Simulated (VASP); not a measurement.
# B2P (R-3m) in VASP: reference runs

How does B2P come out in PBE? The cell is run as given and disturbed, and energy against volume gives the equilibrium volume and stiffness.

All numbers are computed with VASP 6.6.1; they aren't measurements. Logs are shortened: lines on timing, memory, paths and dates and some standing lists are left out, and cuts for length are marked.

## 1. Starting point

It takes space group R-3m (No. 166, trigonal). The conventional cell has a = 3.030 Å, b = 3.030 Å, c = 11.775 Å, α = 90.00°, β = 90.00°, γ = 120.00°. B (site symmetry 3m) has 1 B at 1.66 Å as nearest neighbours. Around P (site symmetry -3m) lie 6 B at 2.08 Å.

The cell was built by a generator and needn't be a form met in nature.

## 2. Single point, PBE

Input file INCAR:

```
PREC = Accurate ; ENCUT = 520
EDIFF = 1E-7 ; ISMEAR = -1
SIGMA = 0.05 ; LREAL = F
LASPH = T ; NELM = 80
ALGO = Normal ; ISIF = 2
LWAVE = F ; LCHARG = T
GGA = PE ; LELF = T
LVHAR = T ; NBANDS = 12
```

Input file KPOINTS:

```
regular mesh
0
Gamma
  10 10 10
```

Input file POSCAR:

```
B2P
1.0
    1.5151200000      0.8747500000      3.9248800000
   -1.5151200000      0.8747500000      3.9248800000
    0.0000000000     -1.7495000000      3.9248800000
B P
2 1
Direct
    0.4293400000      0.4293400000      0.4293400000
    0.5706600000      0.5706600000      0.5706600000
    0.0000000000      0.0000000000      0.0000000000
```

Potentials or basis: VASP PAW PBE potentials, release 64 (B, P).

On the command line:

```console
cat potpaw_PBE.64/B/POTCAR potpaw_PBE.64/P/POTCAR > POTCAR
mpirun -np 1 vasp_std > vasp.out
```

OUTCAR:

```text
PREC = Accurate
   ENCUT = 520
   EDIFF = 1E-7
   ISMEAR = -1
   LREAL = F
   LASPH = T
   NELM = 80
   ISIF = 2
   GGA = PE

 ion  position               nearest neighbor table
   1  0.429  0.429  0.429-   2 1.66   3 2.08   3 2.08   3 2.08
   2  0.571  0.571  0.571-   1 1.66   3 2.08   3 2.08   3 2.08
   3  0.000  0.000  0.000-   2 2.08   1 2.08   2 2.08   2 2.08   1 2.08   1 2.08

  LATTYP: Found a trigonal (rhomboedric) cell.
 ALAT       =     4.2971454701
 COS(alpha) =     0.7513640370

  Lattice vectors:

 A1 = (   1.5151200000,   0.8747500000,   3.9248800000)
 A2 = (  -1.5151200000,   0.8747500000,   3.9248800000)
 A3 = (   0.0000000000,  -1.7495000000,   3.9248800000)

Analysis of symmetry for initial positions (statically):
=====================================================================
 Subroutine PRICEL returns:
 Original cell was already a primitive cell.

 Routine SETGRP: Setting up the symmetry group for a
 trigonal (rhombohedral) supercell.

 Subroutine GETGRP returns: Found 12 space group operations
 (whereof 12 operations were pure point group operations)
 out of a pool of 12 trial point group operations.

The static configuration has the point symmetry D_3d.

Analysis of symmetry for dynamics (positions and initial velocities):
=====================================================================
 Subroutine PRICEL returns:
 Original cell was already a primitive cell.

 Routine SETGRP: Setting up the symmetry group for a
 trigonal (rhombohedral) supercell.

 Subroutine GETGRP returns: Found 12 space group operations
 (whereof 12 operations were pure point group operations)
 out of a pool of 12 trial point group operations.

The dynamic configuration has the point symmetry D_3d.

 Subroutine INISYM returns: Found 12 space group operations
 (whereof 12 operations are pure point group operations),
 and found     1 'primitive' translations

----------------------------------------------------------------------------------------

                                     Primitive cell

  volume of cell :      31.2111

  direct lattice vectors                    reciprocal lattice vectors
     1.515120000  0.874750000  3.924880000     0.330006864  0.190530628  0.084928287
    -1.515120000  0.874750000  3.924880000    -0.330006864  0.190530628  0.084928287
     0.000000000 -1.749500000  3.924880000     0.000000000 -0.381061256  0.084928287

  length of vectors
     4.297145470  4.297145470  4.297142453     0.390409099  0.390409099  0.390410674

  position of ions in fractional coordinates (direct lattice)
     0.429340000  0.429340000  0.429340000
[... 88 lines left out ...]
   POTIM  = 0.5000    time-step for ionic-motion
   TEBEG  =    0.0;   TEEND  =   0.0 temperature during run
   PSTRESS=    0.0 pullay stress
   NELECT =      11.0000    total number of electrons
   NUPDOWN=      -1.0000    fix difference up-down
   EMIN   =  10.00;   EMAX   =-10.00  energy-range for DOS
   EFERMI =   0.00;   METHOD = LEGACY
   ISMEAR =    -1;   SIGMA  =   0.05  broadening in eV -4-tet -1-fermi 0-gaus
   EFERMI_NEDOS =   21; number of points for ismear=-14 and -15
   IALGO  =     38    algorithm
   IMIX   =      4    mixing-type and parameters
     AMIX     =   0.40;   BMIX     =  1.00
     AMIX_MAG =   1.60;   BMIX_MAG =  1.00
  volume/ion in A,a.u.               =      10.40        70.21
  Fermi-wavevector in a.u.,A,eV,Ry     =   1.156386  2.185253 18.194102  1.337229
  Thomas-Fermi vector in A             =   2.293007
   LORBIT       =      0    0 simple, 1 ext, 2 COOP (PROOUT), +10 PAW based schemes
   GGA     = PE    functional components
   LHFCALC =     F    Hartree Fock is set to
   AEXX    =    0.0000 exact exchange contribution
   IVDW    =     0    specifies the selected vdW correction
   LEPSILON=     F    determine dielectric tensor
   LRPA    =     F    only Hartree local field effects (RPA)
 non-spin polarized calculation
  energy-cutoff  :      520.00
  volume of cell :       31.21
 maximum number of plane-waves:       866
   NGX = 15   NGY = 15   NGZ = 15

 number of electron      11.0000000 magnetization

 Free energy of the ion-electron system (eV)
  ---------------------------------------------------
  ext. energy  EPLUGINS =         0.00000000
  ---------------------------------------------------
  free energy    TOTEN  =       -16.88972743 eV

  energy without entropy =      -16.88195145  energy(sigma->0) =      -16.88583944

 E-fermi :   6.9695     XC(G=0): -11.1533

 val. band max:        6.9551869097   @ k =  -0.4000   0.2000  -0.0000
 cond. band min:       6.9733477607   @ k =   0.2000   0.1000   0.1000
 fundamental gap:      0.0181608510
 Fermi energy:         6.9694699821

 k-point     1 :       0.0000    0.0000    0.0000
  band No.  band energies     occupation
      1      -8.7921      2.00000
      2       0.3699      2.00000
      3       0.4417      2.00000
      4       7.0530      0.31692
      5       7.0530      0.31678
      6      10.0923      0.00000
      7      10.0924      0.00000
      8      13.0278      0.00000
      9      13.0279      0.00000
     10      13.5763      0.00000
     11      14.9855      0.00000
     12      17.6579      0.00000
[... 331 lines left out ...]
 k-point    24 :       0.4000    0.3000    0.0000
  band No.  band energies     occupation
      1      -6.1122      2.00000
      2      -0.3621      2.00000
      3       0.1955      2.00000
      4       2.6395      2.00000
      5       3.3799      2.00000
      6       6.6424      1.99712
      7       9.9512      0.00000
      8      11.3584      0.00000
      9      13.8913      0.00000
     10      15.5115      0.00000
     11      17.6946      0.00000
     12      18.9385      0.00000

 [... further k-points ...]
[... 5 lines left out ...]
  --------------------------------------------------------------------------------------
  -------------------------------------------------------------------------------------
  Total       -0.1054225     -0.1054213     -0.0299600      0.0000000      0.0000000      0.0000000
  in kB       -5.4117174     -5.4116563     -1.5379565      0.0000000      0.0000000      0.0000000
  external PRESSURE =      -4.1204434 kB  Pullay stress =       0.0000000 kB

 VOLUME and BASIS-vectors are now :
 -----------------------------------------------------------------------------
  energy-cutoff  :      520.00
  volume of cell :       31.21
      direct lattice vectors                 reciprocal lattice vectors
     1.515120000  0.874750000  3.924880000     0.330006864  0.190530628  0.084928287
    -1.515120000  0.874750000  3.924880000    -0.330006864  0.190530628  0.084928287
     0.000000000 -1.749500000  3.924880000     0.000000000 -0.381061256  0.084928287

 POSITION                                       TOTAL-FORCE (eV/Angst)
 -----------------------------------------------------------------------------------
      0.00000      0.00000      5.05532        -0.000000     -0.000000      0.077519
      0.00000      0.00000      6.71932        -0.000000      0.000000     -0.077519
      0.00000      0.00000      0.00000         0.000000      0.000000      0.000000
 -----------------------------------------------------------------------------------
    total drift:                               -0.000000     -0.000000      0.000000

  FREE ENERGIE OF THE ION-ELECTRON SYSTEM (eV)
  ---------------------------------------------------
  free  energy   TOTEN  =       -16.8897274342 eV

  energy  without entropy=      -16.8819514491  energy(sigma->0) =      -16.88583944
```

OSZICAR:

```text
N       E                     dE             d eps       ncg     rms          rms(c)
DAV:   1     0.129704586047E+02    0.12970E+02   -0.47414E+03  2784   0.743E+02
DAV:   2    -0.163874932696E+02   -0.29358E+02   -0.27848E+02  3668   0.133E+02
DAV:   3    -0.174072838831E+02   -0.10198E+01   -0.10097E+01  3704   0.200E+01
DAV:   4    -0.174127743568E+02   -0.54905E-02   -0.54889E-02  3236   0.166E+00
DAV:   5    -0.174128165258E+02   -0.42169E-04   -0.42168E-04  3816   0.142E-01    0.728E+00
DAV:   6    -0.169692850543E+02    0.44353E+00   -0.67026E-01  3280   0.489E+00    0.410E+00
DAV:   7    -0.168942599099E+02    0.75025E-01   -0.24302E-01  3592   0.296E+00    0.110E+00
DAV:   8    -0.168894759953E+02    0.47839E-02   -0.19042E-02  3240   0.902E-01    0.207E-01
DAV:   9    -0.168897204963E+02   -0.24450E-03   -0.15923E-03  3368   0.286E-01    0.583E-02
DAV:  10    -0.168897208243E+02   -0.32800E-06   -0.18852E-04  3264   0.968E-02    0.187E-02
DAV:  11    -0.168897263117E+02   -0.54874E-05   -0.81359E-06  3492   0.214E-02    0.102E-02
DAV:  12    -0.168897274561E+02   -0.11444E-05   -0.21691E-06  3204   0.103E-02    0.244E-03
DAV:  13    -0.168897274342E+02    0.21880E-07   -0.25312E-07  3408   0.350E-03
   1 F= -.16889727E+02 E0= -.16885839E+02  d E =-.777599E-02
```

stdout:

```text
POSCAR found type information on POSCAR B P
 POSCAR found :  2 types and       3 ions
 scaLAPACK will be used
 LDA part: xc-table for (Slater+PW92), standard interpolation
 POSCAR, INCAR and KPOINTS ok, starting setup
 FFT: planning ... GRIDC
 FFT: planning ... GRID_SOFT
 FFT: planning ... GRID
 WAVECAR not read
 entering main loop
```

It took 32 s on 1 thread of Intel Xeon Platinum 8488C (Sapphire Rapids), shared host; peak memory 0.18 GiB.

What came out:

```
Free energy            : -16.8897 eV
Pressure               : -0.4 GPa
Largest force          : 0.078 eV/Å
Band gap on the k mesh : none (metal or under the smearing width)
```

Forces on the atoms (eV/Å):
```
B    0.000  0.000  0.078
B    0.000  0.000 -0.078
P    0.000  0.000  0.000
```

Levels at points of the mesh, in eV from the Fermi level:
```csv
k point,band 3,band 4,band 5,band 6,band 7,band 8
"(0.00, 0.00, 0.00)",-6.53,0.08,0.08,3.12,3.12,6.06
"(0.50, 0.00, 0.00)",-5.40,-2.85,-2.27,-2.23,0.69,1.66
"(0.50, 0.50, 0.00)",-6.50,-5.78,-3.22,0.12,3.55,4.05
"(0.50, 0.50, 0.50)",-0.73,0.87,0.87,1.03,1.03,6.05
```

## 3. Single point, PBE (atoms moved at random, drawn with an rms of 0.05 Å)

Input file INCAR:

```
PREC = Accurate ; ENCUT = 520
EDIFF = 1E-7 ; ISMEAR = -1
SIGMA = 0.05 ; LREAL = F
LASPH = T ; NELM = 80
ALGO = Normal ; ISIF = 2
LWAVE = F ; LCHARG = F
GGA = PE ; NBANDS = 12
```

Input file KPOINTS:

```
Automatic mesh
0
Gamma
  10 10 10
```

Input file POSCAR:

```
B2P
1.0
    1.5151200000      0.8747500000      3.9248800000
   -1.5151200000      0.8747500000      3.9248800000
    0.0000000000     -1.7495000000      3.9248800000
B P
2 1
Direct
    0.4129610000      0.4276960000      0.4421030000
    0.5866120000      0.5607760000      0.5703460000
    0.0056280000     -0.0054040000      0.0011620000
```

Potentials or basis: VASP PAW PBE potentials, release 64 (B, P).

On the command line:

```console
cat potpaw_PBE.64/B/POTCAR potpaw_PBE.64/P/POTCAR > POTCAR
mpirun -np 1 vasp_std > vasp.out
```

OUTCAR:

```text
PREC = Accurate
   ENCUT = 520
   EDIFF = 1E-7
   ISMEAR = -1
   LREAL = F
   LASPH = T
   NELM = 80
   ISIF = 2
   GGA = PE

 ion  position               nearest neighbor table
   1  0.413  0.428  0.442-   2 1.71   3 2.04   3 2.06   3 2.11
   2  0.587  0.561  0.570-   1 1.71   3 2.06   3 2.07   3 2.09
   3  0.006  0.995  0.001-   1 2.04   1 2.06   2 2.06   2 2.07   2 2.09   1 2.11

  LATTYP: Found a trigonal (rhomboedric) cell.
 ALAT       =     4.2971454701
 COS(alpha) =     0.7513640370

  Lattice vectors:

 A1 = (   1.5151200000,   0.8747500000,   3.9248800000)
 A2 = (  -1.5151200000,   0.8747500000,   3.9248800000)
 A3 = (   0.0000000000,  -1.7495000000,   3.9248800000)

Analysis of symmetry for initial positions (statically):
=====================================================================
 Subroutine PRICEL returns:
 Original cell was already a primitive cell.

 Routine SETGRP: Setting up the symmetry group for a
 trigonal (rhombohedral) supercell.

 Subroutine GETGRP returns: Found  1 space group operations
 (whereof  1 operations were pure point group operations)
 out of a pool of 12 trial point group operations.

[... 180 lines left out ...]
      8      12.9066      0.00000
      9      13.3857      0.00000
     10      13.5555      0.00000
     11      14.9282      0.00000
     12      17.4777      0.00000
[... 331 lines left out ...]
 k-point    24 :       0.1000    0.0000    0.2000
  band No.  band energies     occupation
      1      -8.2375      2.00000
      2      -0.3682      2.00000
      3       2.2955      2.00000
      4       4.2041      2.00000
      5       5.5249      2.00000
      6       8.2248      0.00000
      7       9.6974      0.00000
      8      12.3297      0.00000
      9      13.1189      0.00000
     10      15.7226      0.00000
     11      16.2132      0.00000
     12      17.2374      0.00000

 [... further k-points ...]

------------------------ aborting loop because EDIFF is reached ----------------------------------------

  FORCE on cell =-STRESS in cart. coord.  units (eV):
  Direction    XX          YY          ZZ          XY          YZ          ZX
  --------------------------------------------------------------------------------------
  -------------------------------------------------------------------------------------
  Total        0.1922085      0.3716757     -0.6365860     -0.1087397      0.0707694      0.0765403
  in kB        9.8667606     19.0794635    -32.6782670     -5.5820018      3.6328480      3.9290912
  external PRESSURE =      -1.2440143 kB  Pullay stress =       0.0000000 kB

 VOLUME and BASIS-vectors are now :
 -----------------------------------------------------------------------------
  energy-cutoff  :      520.00
  volume of cell :       31.21
      direct lattice vectors                 reciprocal lattice vectors
     1.515120000  0.874750000  3.924880000     0.330006864  0.190530628  0.084928287
    -1.515120000  0.874750000  3.924880000    -0.330006864  0.190530628  0.084928287
     0.000000000 -1.749500000  3.924880000     0.000000000 -0.381061256  0.084928287

 POSITION                                       TOTAL-FORCE (eV/Angst)
 -----------------------------------------------------------------------------------
     -0.02233     -0.03809      5.03468         0.216291      0.191786      0.874603
      0.03914      0.00586      6.74190        -0.203332     -0.127475     -0.836452
     -1.49841      0.87291      3.93032        -0.012959     -0.064311     -0.038152
 -----------------------------------------------------------------------------------
    total drift:                               -0.000005      0.000002     -0.000019

  FREE ENERGIE OF THE ION-ELECTRON SYSTEM (eV)
  ---------------------------------------------------
  free  energy   TOTEN  =       -16.8589312898 eV

  energy  without entropy=      -16.8507118185  energy(sigma->0) =      -16.85482155
```

Run time: 5.4 min. Hardware: 1 thread of Intel Xeon Platinum 8488C (Sapphire Rapids), shared host; peak memory 0.31 GiB.

What came out:

```yaml
Free_energy: -16.8589 eV
Pressure: -0.1 GPa
Largest_force: 0.921 eV/Å
Band_gap_on_the_k_mesh: none (metal or under the smearing width)
```

Forces on the atoms (eV/Å):
```
B    0.216  0.192  0.875
B   -0.203 -0.127 -0.836
P   -0.013 -0.064 -0.038
```

Stress tensor (GPa, compression positive):
```
 0.99 -0.56  0.39
-0.56  1.91  0.36
 0.39  0.36 -3.27
```

## 4. Equation of state, PBE, 9.78 Å³/atom (volume scaled by 0.94)

Input file INCAR:

```
  ALGO = Normal
  EDIFF = 1E-7
  ENCUT = 520
  GGA = PE
  ISIF = 2
  ISMEAR = -1
  LASPH = T
  LCHARG = F
  LREAL = F
  LWAVE = F
  NBANDS = 12
  NELM = 100
  PREC = Accurate
  SIGMA = 0.05
```

Input file KPOINTS:

```
k-points
0
Gamma
  10 10 10
```

Input file POSCAR:

```
B2P
1.0
    1.4841905050      0.8568929486      3.8447579264
   -1.4841905050      0.8568929486      3.8447579264
    0.0000000000     -1.7137858972      3.8447579264
B P
2 1
Direct
    0.4293400000      0.4293400000      0.4293400000
    0.5706600000      0.5706600000      0.5706600000
    0.0000000000      0.0000000000      0.0000000000
```

On the command line:

```console
cat potpaw_PBE.64/B/POTCAR potpaw_PBE.64/P/POTCAR > POTCAR
mpirun -np 1 vasp_std > vasp.out
```

Run time: 70 s. Hardware: 1 thread of Intel Xeon Platinum 8488C (Sapphire Rapids), shared host; peak memory 0.18 GiB.

It converged, with:

```yaml
Free_energy: -16.8320 eV
Pressure: 10.7 GPa
Largest_force: 0.060 eV/Å
Band_gap_on_the_k_mesh: none (metal or under the smearing width)
```

## 5. Equation of state, PBE, 9.99 Å³/atom (volume scaled by 0.96)

Input file INCAR:

```
SYSTEM = B2P
ALGO = Normal
EDIFF = 1E-7
ENCUT = 520
GGA = PE
ISIF = 2
ISMEAR = -1
LASPH = .True.
LCHARG = .False.
LREAL = .False.
LWAVE = .False.
NBANDS = 12
NELM = 80
PREC = Accurate
SIGMA = 0.05
```

Input file KPOINTS:

```
k-points
0
Gamma
  10 10 10
  0 0 0
```

Input file POSCAR:

```
B2P
1.0
    1.4946428952      0.8629276048      3.8718345785
   -1.4946428952      0.8629276048      3.8718345785
    0.0000000000     -1.7258552096      3.8718345785
B P
2 1
Direct
    0.4293400000      0.4293400000      0.4293400000
    0.5706600000      0.5706600000      0.5706600000
    0.0000000000      0.0000000000      0.0000000000
```

On the command line:

```console
cat potpaw_PBE.64/B/POTCAR potpaw_PBE.64/P/POTCAR > POTCAR
mpirun -np 1 vasp_std > vasp.out
```

Run time: 75 s. Hardware: 1 thread of Intel Xeon Platinum 8488C (Sapphire Rapids), shared host; peak memory 0.19 GiB.

Results (log left out):

| Item | Value |
| --- | --- |
| Free energy | -16.8659 eV |
| Pressure | 6.6 GPa |
| Largest force | 0.067 eV/Å |
| Band gap on the k mesh | none (metal or under the smearing width) |

## 6. Equation of state, PBE, 10.20 Å³/atom (volume scaled by 0.98)

Input file INCAR:

```
SYSTEM = B2P
ALGO     = Normal         ! electronic algorithm
EDIFF    = 1E-7           ! SCF threshold, eV
ENCUT    = 520            ! plane-wave cutoff, eV
GGA      = PE             ! functional
ISIF     = 2              ! what is computed and relaxed
ISMEAR   = -1             ! smearing method
LASPH    = .TRUE.         ! aspherical terms in the spheres
LCHARG   = .FALSE.        ! write CHGCAR
LREAL    = .FALSE.        ! projectors in reciprocal space
LWAVE    = .FALSE.        ! write WAVECAR
NBANDS   = 12             ! bands
NELM     = 100            ! most SCF steps
PREC     = Accurate       ! precision mode
SIGMA    = 0.05           ! smearing width, eV
```

Input file KPOINTS:

```
k-points
0
G
  10 10 10
  0 0 0
```

Input file POSCAR:

```
B2P
1.0
    1.5049511030      0.8688790177      3.8985377298
   -1.5049511030      0.8688790177      3.8985377298
    0.0000000000     -1.7377580355      3.8985377298
B P
2 1
Direct
    0.4293400000      0.4293400000      0.4293400000
    0.5706600000      0.5706600000      0.5706600000
    0.0000000000      0.0000000000      0.0000000000
```

Potentials or basis: VASP PAW PBE potentials, release 64 (B, P).

On the command line:

```console
cat potpaw_PBE.64/B/POTCAR potpaw_PBE.64/P/POTCAR > POTCAR
mpirun -np 1 vasp_std > vasp.out
```

It took 74 s on 1 thread of Intel Xeon Platinum 8488C (Sapphire Rapids), shared host; peak memory 0.18 GiB.

Results (log left out):

```
Free energy            : -16.8846 eV
Pressure               : 2.9 GPa
Largest force          : 0.073 eV/Å
Band gap on the k mesh : none (metal or under the smearing width)
```

## 7. Equation of state, PBE, 10.61 Å³/atom (volume scaled by 1.02)

Input file INCAR:

```
SYSTEM = B2P
PREC = Accurate
ENCUT = 520
EDIFF = 1E-7
ISMEAR = -1
SIGMA = 0.05
LREAL = .FALSE.
LASPH = .TRUE.
NELM = 100
ALGO = Normal
ISIF = 2
LWAVE = .FALSE.
LCHARG = .FALSE.
GGA = PE
NBANDS = 12
```

Input file KPOINTS:

```
regular mesh
0
G
  10 10 10
  0 0 0
```

Input file POSCAR:

```
B2P
1.0
    1.5251541997      0.8805432152      3.9508733403
   -1.5251541997      0.8805432152      3.9508733403
    0.0000000000     -1.7610864304      3.9508733403
B P
2 1
Direct
    0.4293400000      0.4293400000      0.4293400000
    0.5706600000      0.5706600000      0.5706600000
    0.0000000000      0.0000000000      0.0000000000
```

On the command line:

```console
cat potpaw_PBE.64/B/POTCAR potpaw_PBE.64/P/POTCAR > POTCAR
mpirun -np 1 vasp_std > vasp.out
```

Run time: 70 s. Hardware: 1 thread of Intel Xeon Platinum 8488C (Sapphire Rapids), shared host; peak memory 0.19 GiB.

It converged, with:

| Quantity | Value |
| --- | --- |
| Free energy | -16.8824 eV |
| Pressure | -3.4 GPa |
| Largest force | 0.081 eV/Å |
| Band gap on the k mesh | none (metal or under the smearing width) |

(Continued in part 2 of 2.)
